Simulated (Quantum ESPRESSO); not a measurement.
**SnSe: dielectric tensor and Born charges under several settings**

```xyz
2
Lattice="0.0000 3.0100 3.0100 3.0100 0.0000 3.0100 3.0100 3.0100 0.0000" Properties=species:S:1:pos:R:3 pbc="T T T"
Sn    0.0000    0.0000    0.0000
Se    3.0100    3.0100    3.0100
```

Measurements of this composition are mostly on another form, of space group No. 62.

All runs used Quantum ESPRESSO 7.5; potentials GBRV 1.5 LDA; given cell; no spin polarisation; cutoff 925 eV; occupations smeared at first, fixed for the response.

```tsv
level	k mesh (s: shifted)	pressure (GPa)	ε∞ (diagonal)	Born charge of atom 1 (e)	sum of the Born charges (e)
LDA	4 × 4 × 4s	?	?	?	?
LDA	6 × 6 × 6s	-3.3	42.75	5.91	-0.02
LDA	8 × 8 × 8s	-3.4	51.54	5.96	0.00
```

Problem. What stands in the row left open?

Solution. Pressure -3.4 GPa; ε∞ 24.39; Born charge of atom 1 5.81 e; sum of the Born charges 0.73 e.

Caveats: the cell is more than 3 GPa from zero pressure, which shifts response properties.

For the row left open. Caveat: the mesh is thin for the dielectric tensor, Born charges and intensities, which usually come out too large; the cell is more than 3 GPa from zero pressure, which shifts response properties; the Born charges break their sum rule by 0.73 e, a sign of too thin a mesh.
